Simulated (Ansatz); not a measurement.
# CrO2: the cost of one run

Program: Ansatz 0.2.0. Level of theory: DFT PBE with spin–orbit coupling, plane waves, PAW (the target; the first runs use scalar-relativistic PBE). These are calculated values, not measurements.

1 further run of the same task is left out (set aside as unsound or not needed). Runs told in other sessions of the task aren't counted.

### 1 The system as given

Symmetry: P4_2/mnm, No. 136, tetragonal system. Conventional cell: a = 4.436 Å, b = 4.436 Å, c = 2.927 Å, α = 90.00°, β = 90.00°, γ = 90.00°. Around Cr (site symmetry mmm) lie 6 O at 1.89 to 1.92 Å. Around O (site symmetry m2m) lie 3 Cr at 1.89 to 1.92 Å.

As a file:

```
CELL_PARAMETERS angstrom
4.43569 0.00000 0.00000
0.00000 4.43569 0.00000
0.00000 0.00000 2.92669
ATOMIC_POSITIONS crystal
Cr 0.00000 0.00000 0.00000
Cr 0.50000 0.50000 0.50000
O 0.30100 0.30100 0.00000
O 0.19900 0.80100 0.50000
O 0.69900 0.69900 0.00000
O 0.80100 0.19900 0.50000
```

Starting moments: Cr 2.00 μB.

### 2 Full relaxation (PBE, 4×4×6 mesh)

Contents of input.yaml:

```yaml
crystal:
  lattice:
    - [4.4356878155, 0.0, 0.0]
    - [0.0, 4.4356878155, 0.0]
    - [0.0, 0.0, 2.9266911011]
  atoms:
    - { symbol: Cr, position: [0.0, 0.0, 0.0], spin: 2.0 }
    - { symbol: Cr, position: [0.5, 0.5, 0.5], spin: 2.0 }
    - { symbol: O, position: [0.301, 0.301, 0.0] }
    - { symbol: O, position: [0.199, 0.801, 0.5] }
    - { symbol: O, position: [0.699, 0.699, 0.0] }
    - { symbol: O, position: [0.801, 0.199, 0.5] }
basis:
  ecutwfc: 420
  ecutrho_ratio: 4
kpoints:
  mp_grid: { grid: [4, 4, 6] }
hamiltonian:
  xc: pbe
scf:
  occupations: { method: gaussian, width: 0.05 }
output:
  forces: true
  stress: true
  eigenvalues: true
  populations: true
magnetization:
  spin_polarized: true
relax:
  f_tol: 0.03
  max_steps: 60
  cell: { stress_tol: 0.3 }
```

Run with:

```
> ansatz run input.yaml --threads 4 --pin off --max-ram 7168MiB --backend cpu --events-out ev --progress --plain --runs-dir out
```

What time and memory should one allow on 4 threads of Arm Neoverse V1, shared host?

About 7.3 s, with a peak of 0.42 GiB.
